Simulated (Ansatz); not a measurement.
Runs of Ansatz 0.2.0 on TePt. The structure is cubic, space group Pm-3m (No. 221). The conventional cell has a = 3.559 Å, b = 3.559 Å, c = 3.559 Å, α = 90.00°, β = 90.00°, γ = 90.00°. Around Pt (site symmetry m-3m) lie 8 Te at 3.08 Å. Around Te (site symmetry m-3m) lie 8 Pt at 3.08 Å. Measurements of this composition are mostly on another form, of space group No. 166.

```tsv
task	level	cell	points for each segment of the path	gap on the mesh (eV)	pressure (GPa)	relaxed volume (Å³/atom)
band structure	r2SCAN	as given	14	none	(b)	-
relaxation of cell and atoms	r2SCAN+D3(BJ)-ATM	relaxed	-	none	0.0	19.89
relaxation of cell and atoms	r2SCAN+D3(BJ)	relaxed	-	none	0.0	(a)
relaxation of cell and atoms	r2SCAN+rVV10	relaxed	-	none	0.0	19.85
relaxation of cell and atoms	r2SCAN+D4	relaxed	-	none	0.0	19.88
```

Alike in all rows: potentials or basis Ansatz PAW; no spin polarisation; k mesh 8 × 8 × 8; cutoff (eV) 500; smearing fermi-dirac 0.05 eV.

Problem. Estimate the missing entries.

Solution. (a) 19.74; (b) -11.2.

Caveats: the PAW data sets come from PBE, with cores solved anew for the run's functional, which leaves a small shift of forces and pressure; the plane-wave basis is chosen anew once the cell has moved, so the energies of steps on either side of that aren't comparable (some runs); pairwise dispersion overbinds metals, which lowers pressure and volume (some runs); spin-orbit coupling is left out, which moves the levels of the heavy elements (some runs); the dispersion damping was fitted for another functional or another form of the correction (some runs).

A k mesh can miss the band edges, and the runs leave out spin-orbit coupling on Pt, Te.

A gap of «none» marks a metal or a gap under the smearing width.
